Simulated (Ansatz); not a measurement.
## Ag: strain energy, fitted

Ag, P6_3/mmc, a = 2.935 Å, c = 4.798 Å. This isn't the element's structure at ambient conditions. Ansatz: PBE, PAW, 420 eV, Γ-centred 21×21×12 mesh on 2 atoms, Gaussian smearing 0.10 eV; no spin polarisation. Series: strain along c alone, the other axes held, atoms fixed by symmetry; x is the strain in per cent. y is the free energy over the unstrained cell, V0 = 17.892 Å³/atom.

| x (%) | y (meV/atom) |
| --- | --- |
| -3.0 | ? |
| -2.0 | 4.13 |
| -1.0 | 1.18 |
| 0.0 | 0.00 |
| 1.0 | 0.44 |
| 2.0 | 2.38 |
| 3.0 | 5.73 |

Question: Fit y = c2 x² + c3 x³ to the other rows, turn c2 into a modulus, and predict the missing energy.

Answer: Least squares on the rows shown. y = 0.8568 x² − 0.07943 x³. In eV per unit strain² c2 is 8.568; this is C33 with relaxed ions (E = ½ C33 V0 ε²): 2 × 8.568 × 160.2 / (17.892) = 153 GPa. The unstrained cell keeps some stress along the strain, worth a slope of -0.35 meV/atom per %, which the form leaves out. With a term in x⁴ added, the coefficient of x² becomes 0.7032, 18 % less, which shows how far this figure hangs on the form. At x = -3.0 the fit asked for gives 9.86 meV/atom. The run gave 9.04 meV/atom, so the fit is 0.82 meV/atom too high, 9.1 % of the span of the series, against an rms of 0.27 meV/atom on the fitted rows. The row lies outside the fitted range. With a term in x⁴ added, a fit to the same known rows predicts 11.73 meV/atom, further off still.